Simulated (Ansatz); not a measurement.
Runs of Ansatz 0.2.0 on TiSi2. Symmetry: Fddd, No. 70, orthorhombic system. The conventional cell has a = 4.779 Å, b = 8.235 Å, c = 8.526 Å, α = 90.00°, β = 90.00°, γ = 90.00°. Around Ti (site symmetry 222) lie 10 Si at 2.55 to 2.78 Å. Si (site symmetry 2) is surrounded by 5 Si at 2.52 to 2.79 Å and 5 Ti at 2.55 to 2.78 Å. The cell is a database's computed one.

```tsv
level	U	hubbard projectors	double counting	gap on the mesh (eV)	pressure (GPa)	relaxed volume (Å³/atom)	largest force (eV/Å)
PBEsol	-	-	-	none	0.0	(a)	0.01
PBEsol+U	Ti d U = 2 eV	ortho-atomic (the default)	fll (the default)	none	0.0	13.93	0.01
PBEsol+U	Ti d U = 4 eV	ortho-atomic (the default)	fll (the default)	none	0.0	14.12	-
PBEsol+U	Ti d U = 3 eV	ortho-atomic (the default)	fll (the default)	none	0.0	14.02	-
```

Alike in all rows: task relaxation of cell and atoms; potentials or basis Ansatz PAW; no spin polarisation; cell relaxed; k mesh 5 × 5 × 5; cutoff (eV) 420; smearing fermi-dirac 0.05 eV.

Question: Fill in the values left out.

Answer: (a) 13.78.

Caveats: the plane-wave basis is chosen anew once the cell has moved, so the energies of steps on either side of that aren't comparable; the PAW data sets come from PBE, with cores solved anew for the run's functional, which leaves a small shift of forces and pressure; U without spin polarisation on a metal has little footing (some runs); the U is typed as a test and isn't derived for this compound (some runs).

A gap of «none» marks a metal or a gap under the smearing width.
